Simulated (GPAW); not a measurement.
# SnTe (Fm-3m) in GPAW: a series of runs, part 2 of 2

GPAW 26.7.0.

**4. Dielectric tensor, PBEsol**

run.py reads:

```python
import numpy as np
from ase.dft.bandgap import bandgap
from ase.io import read, write
from gpaw import GPAW, PW, setup_paths
from gpaw.response.df import DielectricFunction

setup_paths.insert(0, '.')

atoms = read('POSCAR')

calc = GPAW(mode=PW(400),
            xc='PBEsol',
            kpts={'size': (6, 6, 6), 'gamma': True},
            occupations={'name': 'fermi-dirac', 'width': 0.001},
            nbands=19,
            convergence={'density': 1e-06},
            maxiter=150,
            txt='gpaw.txt')
atoms.calc = calc
energy = atoms.get_potential_energy()
calc.write('gs.gpw')
write('result.traj', atoms)
print(f'Energy: {energy:.6f} eV')
print('Fermi level:', round(calc.get_fermi_level(), 4), 'eV')
print(f'Gap: {bandgap(calc)[0]:.4f} eV, direct: {bandgap(calc, direct=True)[0]:.4f} eV')

for size in [(18, 18, 18)]:
    name = 'x'.join(str(n) for n in size)
    dense = calc.fixed_density(kpts={'size': size, 'gamma': True},
                               nbands=36, convergence={'bands': 30, 'eigenstates': 1e-7},
                               update_fermi_level=True, txt=f'dense-{name}.txt')
    dense.write(f'{name}.gpw', mode='all')
    df = DielectricFunction(f'{name}.gpw', frequencies=np.array([0.0]), hilbert=False, eta=0.001,
                            ecut=80, nbands=30, intraband=False, txt=f'df-{name}.txt')
    for xc in ['RPA']:
        for direction in ['x', 'y', 'z', [0, 1, 1], [1, 0, 1], [1, 1, 0]]:
            e0, e = df.get_macroscopic_dielectric_constant(xc=xc, direction=direction)
            print(f'{name} {xc} {direction}: {e0:.4f} without, {e:.4f} with local fields')
```

POSCAR reads:

```
SnTe
1.0
    0.0000000000      3.1508500000      3.1508500000
    3.1508500000      0.0000000000      3.1508500000
    3.1508500000      3.1508500000      0.0000000000
Te Sn
1 1
Direct
    0.5000000000      0.5000000000      0.5000000000
    0.0000000000      0.0000000000      0.0000000000
```

Potentials or basis: PAW data sets generated in the run's folder for this functional, pw.

On the command line:

```sh
> gpaw-setup -f PBEsol Sn Te
> OMP_NUM_THREADS=1 python run.py
```

gpaw.txt:

```text
__  _  _
 | _ |_)|_||  |
 |__||  | ||/\| - 26.7.0

Input parameters:
  mode=PW(ecut=400.0),
  convergence={'density': 1e-06},
  kpts=MonkhorstPack(size=(6, 6, 6), gamma=True),
  maxiter=150,
  nbands=19,
  occupations=Occupations(name='fermi-dirac', width=0.001),
  xc=XC(name='PBEsol')

Diagonalizing LCAO Hamiltonian
Converting LCAO to pw mode

                 Te

       Sn

Atoms  # Å, Bohr magnetons
|   | symbol |        x |        y |        z |    initial magnetic moments |
|---|--------|----------|----------|----------|-----------------------------|
| 0 |     Te | 3.150850 | 3.150850 | 3.150850 | ( 0.0000,  0.0000,  0.0000) |
| 1 |     Sn | 0.000000 | 0.000000 | 0.000000 | ( 0.0000,  0.0000,  0.0000) |

Unit cell  # Å
| periodic |        x |        y |        z |  lengths |    angles |
|----------|----------|----------|----------|----------|-----------|
|      yes | 0.000000 | 3.150850 | 3.150850 | 4.455975 | 60.000000 |
|      yes | 3.150850 | 0.000000 | 3.150850 | 4.455975 | 60.000000 |
|      yes | 3.150850 | 3.150850 | 0.000000 | 4.455975 | 60.000000 |

Number of symmetries: 48
Symmetry operations  # r_c * U_cc + t_c -> r_c
|    | kind |            matrix            |
|----|------|------------------------------|
|  0 |  σ   |  1, 0, 0,  1, 0,-1,  1,-1, 0 |
|  1 |  C2  |  1, 0, 0,  1,-1, 0,  1, 0,-1 |
|  2 |  E   |  1, 0, 0,  0, 1, 0,  0, 0, 1 |
|  3 |  σ   |  1, 0, 0,  0, 0, 1,  0, 1, 0 |
|  4 |  C4  |  1, 0,-1,  1, 0, 0,  1,-1, 0 |
|  5 |  S6  |  1, 0,-1,  1,-1, 0,  1, 0, 0 |
|  6 |  σ   |  1, 0,-1,  0, 1,-1,  0, 0,-1 |
|  7 |  C3  |  1, 0,-1,  0, 0,-1,  0, 1,-1 |
|  8 |  S6  |  1,-1, 0,  1, 0, 0,  1, 0,-1 |
|  9 |  C4  |  1,-1, 0,  1, 0,-1,  1, 0, 0 |
| 10 |  C3  |  1,-1, 0,  0,-1, 1,  0,-1, 0 |
| 11 |  σ   |  1,-1, 0,  0,-1, 0,  0,-1, 1 |
| 12 |  σ   |  0, 1, 0,  1, 0, 0,  0, 0, 1 |
| 13 |  C4  |  0, 1, 0,  0, 1,-1, -1, 1, 0 |
| 14 |  C3  |  0, 1, 0,  0, 0, 1,  1, 0, 0 |
| 15 |  S6  |  0, 1, 0, -1, 1, 0,  0, 1,-1 |
| 16 |  C2  |  0, 1,-1,  1, 0,-1,  0, 0,-1 |
| 17 |  σ   |  0, 1,-1,  0, 1, 0, -1, 1, 0 |
| 18 |  S4  |  0, 1,-1,  0, 0,-1,  1, 0,-1 |
| 19 |  C4  |  0, 1,-1, -1, 1, 0,  0, 1, 0 |
| 20 |  C3  |  0, 0, 1,  1, 0, 0,  0, 1, 0 |
| 21 |  σ   |  0, 0, 1,  0, 1, 0,  1, 0, 0 |
| 22 |  S6  |  0, 0, 1,  0,-1, 1, -1, 0, 1 |
| 23 |  C4  |  0, 0, 1, -1, 0, 1,  0,-1, 1 |
| 24 |  S4  |  0, 0,-1,  1, 0,-1,  0, 1,-1 |
| 25 |  C3  |  0, 0,-1,  0, 1,-1,  1, 0,-1 |
| 26 |  C2  |  0, 0,-1,  0,-1, 0, -1, 0, 0 |
| 27 |  S6  |  0, 0,-1, -1, 0, 0,  0,-1, 0 |
| 28 |  S4  |  0,-1, 1,  1,-1, 0,  0,-1, 0 |
| 29 |  C4  |  0,-1, 1,  0, 0, 1, -1, 0, 1 |
| 30 |  C2  |  0,-1, 1,  0,-1, 0,  1,-1, 0 |
| 31 |  σ   |  0,-1, 1, -1, 0, 1,  0, 0, 1 |
| 32 |  C3  |  0,-1, 0,  1,-1, 0,  0,-1, 1 |
| 33 |  S6  |  0,-1, 0,  0, 0,-1, -1, 0, 0 |
| 34 |  S4  |  0,-1, 0,  0,-1, 1,  1,-1, 0 |
| 35 |  C2  |  0,-1, 0, -1, 0, 0,  0, 0,-1 |
| 36 |  C2  | -1, 1, 0,  0, 1, 0,  0, 1,-1 |
| 37 |  S6  | -1, 1, 0,  0, 1,-1,  0, 1, 0 |
| 38 |  S4  | -1, 1, 0, -1, 0, 1, -1, 0, 0 |
| 39 |  C3  | -1, 1, 0, -1, 0, 0, -1, 0, 1 |
| 40 |  S6  | -1, 0, 1,  0, 0, 1,  0,-1, 1 |
| 41 |  C2  | -1, 0, 1,  0,-1, 1,  0, 0, 1 |
| 42 |  C3  | -1, 0, 1, -1, 1, 0, -1, 0, 0 |
| 43 |  S4  | -1, 0, 1, -1, 0, 0, -1, 1, 0 |
| 44 |  C2  | -1, 0, 0,  0, 0,-1,  0,-1, 0 |
| 45 |  i   | -1, 0, 0,  0,-1, 0,  0, 0,-1 |
| 46 |  σ   | -1, 0, 0, -1, 1, 0, -1, 0, 1 |
| 47 |  C2  | -1, 0, 0, -1, 0, 1, -1, 1, 0 |

BZ-sampling:
  Number of BZ points: 216
  Number of IBZ points: 16

  Monkhorst-Pack size: [6, 6, 6]
  Monkhorst-Pack shift: [0.08333333333333333, 0.08333333333333333, 0.08333333333333333]

K-points  # in reciprocal-cell coordinates
|     |                                coordinates |     weight |
|-----|--------------------------------------------|------------|
|   0 | (  0.00000000,   0.00000000,   0.00000000) | 0.00462963 |
|   1 | (  0.16666667,   0.16666667,   0.00000000) | 0.02777778 |
|   2 | (  0.16666667,   0.16666667,   0.16666667) | 0.03703704 |
|   3 | (  0.33333333,   0.16666667,   0.16666667) | 0.05555556 |
|   4 | (  0.33333333,   0.33333333,  -0.33333333) | 0.05555556 |
|   5 | (  0.33333333,   0.33333333,   0.00000000) | 0.02777778 |
|   6 | (  0.33333333,   0.33333333,   0.16666667) | 0.11111111 |
|   7 | (  0.33333333,   0.33333333,   0.33333333) | 0.03703704 |
|   8 | (  0.50000000,   0.33333333,  -0.33333333) | 0.11111111 |
|   9 | (  0.50000000,   0.33333333,  -0.16666667) | 0.05555556 |
| ... |                                            |            |
|  15 | (  0.50000000,   0.50000000,   0.50000000) | 0.01851852 |

Plane wave coefficients: 1158
Cutoff: 400.0 eV

Spin-components: 1 (collinear spins)
Bands:           19
Projectors:      11
Spin-degeneracy: 2
Datatype:        complex128

Parallelization:
  kpt:    1
  domain: 1
  band:   1

Density:
  Valence electrons: 20.0
  Components: 1
  Grid points: [21 21 21]
  Charge: 0.0  # |e|

Potential:
  Grid points: [21 21 21]

species:
  Te:
    name:    Tellurium
    Z:       52.0
    valence: 6
    core:    46
    charge:  0.0  # [|e|]
    compensation charges:
      type: gauss
      rc: 0.36  # [Å]
      lmax: 2
    cutoffs:
      filter: 2.09  # [Å]
      core: 3.17  # [Å]
    projectors
    | kind |    occ | energy [eV] | rcut [Å] |
    |------|--------|-------------|----------|
    |   5s |  2.000 |     -15.132 |    1.180 |
    |   5p |  4.000 |      -5.970 |    1.196 |
    |    s |        |      12.080 |    1.180 |
    |    p |        |      21.241 |    1.196 |
    |    d |        |       0.000 |    1.238 |

    Using partial waves for Te as LCAO basis

  Sn:
    name:    Tin
    Z:       50.0
    valence: 14
    core:    36
    charge:  0.0  # [|e|]
    compensation charges:
      type: gauss
      rc: 0.38  # [Å]
      lmax: 2
    cutoffs:
      filter: 2.23  # [Å]
      core: 2.35  # [Å]
    projectors
    | kind |    occ | energy [eV] | rcut [Å] |
    |------|--------|-------------|----------|
    |   5s |  2.000 |     -10.584 |    1.201 |
    |   5p |  2.000 |      -3.711 |    1.270 |
    |   4d | 10.000 |     -25.798 |    1.185 |
    |    s |        |      16.628 |    1.201 |
    |    p |        |      23.501 |    1.270 |
    |    d |        |       1.413 |    1.185 |

    Using partial waves for Sn as LCAO basis

Reference energy: -352647.811924  # eV

eigensolver:
  PPCG
  Converge bands: occupied
  niter=2

density mixing:
  MSR1-Mixer
  Pratt-step length: 0.05
  Maximum mixing coefficient: 0.75
  Old densities: 10
  SVD Regularization: 0.005
  Good broyden scale: 1.0
  Trust region scale: 1.0
  Backstep threshold: 4.0
  History deletion threshold: 6.0
  Fourier metric: weight=20.0, sigma=0.015

occupation numbers:
  Fermi-Dirac:
    width: 0.0010  # eV

poisson solver:
  ecut: 3200.0  # eV

xc functional:
  name: PBEsol with 2 nearest neighbor stencil

convergence criteria:
- Maximum integral of absolute [dens]ity change: 1e-06 electrons / valence electron
- Maximum [total energy] change in last 3 cyles: 0.0005 eV / valence electron
- Maximum integral of absolute [eigenst]ate change: 4e-08 eV^2 / valence electron
maximum number of iterations: 150

SCF iterations
|iter     | |      energy | eigst |  dens |
|---------|-|-------------|-------|-------|
|iter:   1| |   -8.514166 | -0.23 |       |
|iter:   2| |   -8.507966 | -2.42 | -1.51 |
|iter:   3| |   -8.472821 | -2.85 | -1.55 |
|iter:   4| |   -8.472541 | -4.30 | -2.15 |
|iter:   5| |   -8.472581c| -5.13 | -2.69 |
|iter:   6| |   -8.472584c| -6.53 | -3.37 |
|iter:   7| |   -8.472584c| -7.83c| -4.23 |
|iter:   8| |   -8.472584c| -7.86c| -4.74 |
|iter:   9| |   -8.472584c| -8.24c| -5.94 |
|iter:  10| |   -8.472584c| -8.97c| -6.35c|

Converged in 10 steps
Energy contributions relative to reference atoms: (reference = -352647.811924)

Energy contributions:
  Kinetic:          13.157890
  Coulomb:         -13.526252
  Zero:              0.210723
  External:          0.000000
  Xc:               -8.314944
  Entropy:          -0.000000
  Spinorbit:         0.000000
  ----------------------------
  Free energy:      -8.472584
  Extrapolated:     -8.472584

dipole moment: (-21.413949, -21.413949, -21.413949)  # |e|*Ang

Fermi level: 6.361
Eigenvalues  # (at kpt = [0.000, 0.000, 0.000])
| band index |      eig [eV] | occ [0-2] |
|------------|---------------|-----------|
|          0 |       -15.479 |     2.000 |
|        ... |               |           |
|          2 |       -15.470 |     2.000 |
|          3 |       -15.470 |     2.000 |
|          4 |       -15.470 |     2.000 |
|          5 |        -6.504 |     2.000 |
|          6 |         1.602 |     2.000 |
|          7 |         4.165 |     2.000 |
[... 9 lines left out ...]
|         17 |        13.230 |     0.000 |
|         18 |        13.230 |     0.000 |

Gap: 0.149 eV
Transition (v -> c):
  (s=0, k=15, n=9, [0.50, 0.50, 0.50]) -> (s=0, k=15, n=10, [0.50, 0.50, 0.50])
No difference between direct/indirect transitions
# Writing to gs.gpw (mode='')
```

Wall time 2.1 min (1 thread of Intel Xeon 6975P-C (Granite Rapids), shared host); peak memory 0.46 GiB.

Results:

```
Free energy                             : -8.4726 eV
Band gap on the k mesh                  : 0.15 eV, direct
Electronic dielectric tensor (diagonal) : 68.21
```

Electronic dielectric tensor:
```
68.21  0.00  0.00
 0.00 68.21  0.00
 0.00  0.00 68.21
```

Caveat: the gap is small at this level, which inflates the dielectric constant; the long-wavelength limit can be off by a per cent or two; spin-orbit coupling is left out, which moves the levels of the heavy elements.

**5. Dielectric tensor, PBE**

Edit run.py of step 4 so:

```diff
@@ -3,6 +3,4 @@
 from ase.io import read, write
-from gpaw import GPAW, PW, setup_paths
+from gpaw import GPAW, PW
 from gpaw.response.df import DielectricFunction
-
-setup_paths.insert(0, '.')
 
@@ -11,3 +9,3 @@
 calc = GPAW(mode=PW(400),
-            xc='PBEsol',
+            xc='PBE',
             kpts={'size': (6, 6, 6), 'gamma': True},
```

POSCAR is that of step 4.

Potentials or basis: GPAW PAW data sets (gpaw-data 1.2.1), pw.

On the command line:

```sh
> OMP_NUM_THREADS=1 python run.py
```

gpaw.txt:

```text
__  _  _
 | _ |_)|_||  |
 |__||  | ||/\| - 26.7.0

Input parameters:
  mode=PW(ecut=400.0),
  convergence={'density': 1e-06},
  kpts=MonkhorstPack(size=(6, 6, 6), gamma=True),
  maxiter=150,
  nbands=19,
  occupations=Occupations(name='fermi-dirac', width=0.001),
  xc=XC(name='PBE')

Diagonalizing LCAO Hamiltonian
Converting LCAO to pw mode

                 Te

       Sn

Atoms  # Å, Bohr magnetons
|   | symbol |        x |        y |        z |    initial magnetic moments |
|---|--------|----------|----------|----------|-----------------------------|
| 0 |     Te | 3.150850 | 3.150850 | 3.150850 | ( 0.0000,  0.0000,  0.0000) |
| 1 |     Sn | 0.000000 | 0.000000 | 0.000000 | ( 0.0000,  0.0000,  0.0000) |

Unit cell  # Å
| periodic |        x |        y |        z |  lengths |    angles |
|----------|----------|----------|----------|----------|-----------|
|      yes | 0.000000 | 3.150850 | 3.150850 | 4.455975 | 60.000000 |
|      yes | 3.150850 | 0.000000 | 3.150850 | 4.455975 | 60.000000 |
|      yes | 3.150850 | 3.150850 | 0.000000 | 4.455975 | 60.000000 |

Number of symmetries: 48
Symmetry operations  # r_c * U_cc + t_c -> r_c
|    | kind |            matrix            |
|----|------|------------------------------|
|  0 |  σ   |  1, 0, 0,  1, 0,-1,  1,-1, 0 |
|  1 |  C2  |  1, 0, 0,  1,-1, 0,  1, 0,-1 |
|  2 |  E   |  1, 0, 0,  0, 1, 0,  0, 0, 1 |
|  3 |  σ   |  1, 0, 0,  0, 0, 1,  0, 1, 0 |
|  4 |  C4  |  1, 0,-1,  1, 0, 0,  1,-1, 0 |
|  5 |  S6  |  1, 0,-1,  1,-1, 0,  1, 0, 0 |
|  6 |  σ   |  1, 0,-1,  0, 1,-1,  0, 0,-1 |
|  7 |  C3  |  1, 0,-1,  0, 0,-1,  0, 1,-1 |
|  8 |  S6  |  1,-1, 0,  1, 0, 0,  1, 0,-1 |
|  9 |  C4  |  1,-1, 0,  1, 0,-1,  1, 0, 0 |
| 10 |  C3  |  1,-1, 0,  0,-1, 1,  0,-1, 0 |
| 11 |  σ   |  1,-1, 0,  0,-1, 0,  0,-1, 1 |
| 12 |  σ   |  0, 1, 0,  1, 0, 0,  0, 0, 1 |
| 13 |  C4  |  0, 1, 0,  0, 1,-1, -1, 1, 0 |
| 14 |  C3  |  0, 1, 0,  0, 0, 1,  1, 0, 0 |
| 15 |  S6  |  0, 1, 0, -1, 1, 0,  0, 1,-1 |
| 16 |  C2  |  0, 1,-1,  1, 0,-1,  0, 0,-1 |
| 17 |  σ   |  0, 1,-1,  0, 1, 0, -1, 1, 0 |
| 18 |  S4  |  0, 1,-1,  0, 0,-1,  1, 0,-1 |
| 19 |  C4  |  0, 1,-1, -1, 1, 0,  0, 1, 0 |
| 20 |  C3  |  0, 0, 1,  1, 0, 0,  0, 1, 0 |
| 21 |  σ   |  0, 0, 1,  0, 1, 0,  1, 0, 0 |
| 22 |  S6  |  0, 0, 1,  0,-1, 1, -1, 0, 1 |
| 23 |  C4  |  0, 0, 1, -1, 0, 1,  0,-1, 1 |
| 24 |  S4  |  0, 0,-1,  1, 0,-1,  0, 1,-1 |
| 25 |  C3  |  0, 0,-1,  0, 1,-1,  1, 0,-1 |
| 26 |  C2  |  0, 0,-1,  0,-1, 0, -1, 0, 0 |
| 27 |  S6  |  0, 0,-1, -1, 0, 0,  0,-1, 0 |
| 28 |  S4  |  0,-1, 1,  1,-1, 0,  0,-1, 0 |
| 29 |  C4  |  0,-1, 1,  0, 0, 1, -1, 0, 1 |
| 30 |  C2  |  0,-1, 1,  0,-1, 0,  1,-1, 0 |
| 31 |  σ   |  0,-1, 1, -1, 0, 1,  0, 0, 1 |
[... 89 lines left out ...]
    name:    Tin
    Z:       50.0
    valence: 14
    core:    36
    charge:  0.0  # [|e|]
    compensation charges:
      type: gauss
      rc: 0.38  # [Å]
      lmax: 2
    cutoffs:
      filter: 2.23  # [Å]
      core: 2.35  # [Å]
    projectors
    | kind |    occ | energy [eV] | rcut [Å] |
    |------|--------|-------------|----------|
    |   5s |  2.000 |     -10.538 |    1.201 |
    |   5p |  2.000 |      -3.696 |    1.270 |
    |   4d | 10.000 |     -25.845 |    1.185 |
    |    s |        |      16.674 |    1.201 |
    |    p |        |      23.515 |    1.270 |
    |    d |        |       1.367 |    1.185 |

    Using partial waves for Sn as LCAO basis

Reference energy: -352801.376741  # eV

eigensolver:
  PPCG
  Converge bands: occupied
  niter=2

density mixing:
  MSR1-Mixer
  Pratt-step length: 0.05
  Maximum mixing coefficient: 0.75
  Old densities: 10
  SVD Regularization: 0.005
  Good broyden scale: 1.0
  Trust region scale: 1.0
  Backstep threshold: 4.0
  History deletion threshold: 6.0
  Fourier metric: weight=20.0, sigma=0.015

occupation numbers:
  Fermi-Dirac:
    width: 0.0010  # eV

poisson solver:
  ecut: 3200.0  # eV

xc functional:
  name: PBE with 2 nearest neighbor stencil

convergence criteria:
- Maximum integral of absolute [dens]ity change: 1e-06 electrons / valence electron
- Maximum [total energy] change in last 3 cyles: 0.0005 eV / valence electron
- Maximum integral of absolute [eigenst]ate change: 4e-08 eV^2 / valence electron
maximum number of iterations: 150

SCF iterations
|iter     | |      energy | eigst |  dens |
|---------|-|-------------|-------|-------|
|iter:   1| |   -7.719184 | -0.23 |       |
|iter:   2| |   -7.712556 | -2.40 | -1.48 |
|iter:   3| |   -7.680966 | -2.76 | -1.52 |
|iter:   4| |   -7.682108 | -4.26 | -2.12 |
|iter:   5| |   -7.682302c| -4.94 | -2.62 |
|iter:   6| |   -7.682308c| -6.33 | -3.34 |
|iter:   7| |   -7.682309c| -7.63c| -4.17 |
|iter:   8| |   -7.682309c| -7.64c| -4.68 |
|iter:   9| |   -7.682309c| -8.24c| -5.78 |
|iter:  10| |   -7.682309c| -8.79c| -6.40c|

Converged in 10 steps
Energy contributions relative to reference atoms: (reference = -352801.376741)

Energy contributions:
  Kinetic:          16.357626
  Coulomb:         -16.340497
  Zero:              0.240096
  External:          0.000000
  Xc:               -7.939534
  Entropy:          -0.000000
  Spinorbit:         0.000000
  ----------------------------
  Free energy:      -7.682309
  Extrapolated:     -7.682309

dipole moment: (-21.370590, -21.370590, -21.370590)  # |e|*Ang

Fermi level: 6.504
Eigenvalues  # (at kpt = [0.000, 0.000, 0.000])
| band index |      eig [eV] | occ [0-2] |
|------------|---------------|-----------|
|          0 |       -15.421 |     2.000 |
|        ... |               |           |
|          2 |       -15.413 |     2.000 |
|          3 |       -15.413 |     2.000 |
|          4 |       -15.413 |     2.000 |
|          5 |        -6.331 |     2.000 |
|          6 |         1.796 |     2.000 |
|          7 |         4.307 |     2.000 |
[... 9 lines left out ...]
|         17 |        13.378 |     0.000 |
|         18 |        13.378 |     0.000 |

Gap: 0.104 eV
Transition (v -> c):
  (s=0, k=15, n=9, [0.50, 0.50, 0.50]) -> (s=0, k=15, n=10, [0.50, 0.50, 0.50])
No difference between direct/indirect transitions
# Writing to gs.gpw (mode='')
```

stdout:

```text
Energy: -7.682309 eV
Fermi level: 6.5041 eV
Gap: 0.1037 eV, direct: 0.1037 eV
18x18x18 RPA x: 80.2597 without, 76.4488 with local fields
18x18x18 RPA y: 80.2597 without, 76.4488 with local fields
18x18x18 RPA z: 80.2597 without, 76.4488 with local fields
18x18x18 RPA [0, 1, 1]: 80.2597 without, 76.4488 with local fields
18x18x18 RPA [1, 0, 1]: 80.2597 without, 76.4488 with local fields
18x18x18 RPA [1, 1, 0]: 80.2597 without, 76.4488 with local fields
```

It took 1.9 min on 1 thread of Intel Xeon 6975P-C (Granite Rapids), shared host; peak memory 0.46 GiB.

Results:

* Free energy: -7.6823 eV
* Band gap on the k mesh: 0.10 eV, direct
* Electronic dielectric tensor (diagonal): 76.45

Electronic dielectric tensor:
```
76.45  0.00  0.00
 0.00 76.45  0.00
 0.00  0.00 76.45
```

Caveat: the gap is small at this level, which inflates the dielectric constant; the long-wavelength limit can be off by a per cent or two; spin-orbit coupling is left out, which moves the levels of the heavy elements.

**6. Summary**

```tsv
level	potentials or basis	gap on the mesh (eV)
LDA	the program's PAW data sets (release 1.2.1) made for this functional, pw	0.11
AM05	PAW data sets generated in the run's folder for this functional, pw	0.12
PBEsol	PAW data sets generated in the run's folder for this functional, pw	0.15
PBE	GPAW PAW data sets (gpaw-data 1.2.1), pw	0.10
```

Alike in all rows: task dielectric tensor; no spin polarisation; cell as given; k mesh 6 × 6 × 6; cutoff (eV) 400; smearing fermi-dirac 0.001 eV.

Caveats: the gap is small at this level, which inflates the dielectric constant; the long-wavelength limit can be off by a per cent or two; spin-orbit coupling is left out, which moves the levels of the heavy elements.

Total energies depend on the potentials used, so only differences within one code and one set of settings carry meaning.

**7. How close it comes**

Step 2. Against the measured gap of SnTe, 0.18 eV (direct; 300 K; a printed reference work, textbook), the calculated 0.11 eV is off by -0.07 eV. Spin-orbit coupling on Sn, Te is left out. The value is that of LDA on a finite k mesh, which can miss the band edges, without temperature or zero-point motion. Semilocal functionals fall short of measured gaps as a rule.

Step 3. A measured gap of SnTe is 0.18 eV (direct; 300 K; a printed reference work, textbook); the calculated 0.12 eV misses it by -0.06 eV. Spin-orbit coupling on Sn, Te is left out. The value is that of AM05 on a finite k mesh, which can miss the band edges, without temperature or zero-point motion. Semilocal functionals fall short of measured gaps as a rule.

Step 4. Against the measured gap of SnTe, 0.18 eV (direct; 300 K; a printed reference work, textbook), the calculated 0.15 eV is off by -0.03 eV. Spin-orbit coupling on Sn, Te is left out. The value is that of PBEsol on a finite k mesh, which can miss the band edges, without temperature or zero-point motion. Semilocal functionals fall short of measured gaps as a rule.

Step 5. A measured gap of SnTe is 0.18 eV (direct; 300 K; a printed reference work, textbook); the calculated 0.10 eV misses it by -0.08 eV. Spin-orbit coupling on Sn, Te is left out. The value is that of PBE on a finite k mesh, which can miss the band edges, without temperature or zero-point motion. Semilocal functionals fall short of measured gaps as a rule.
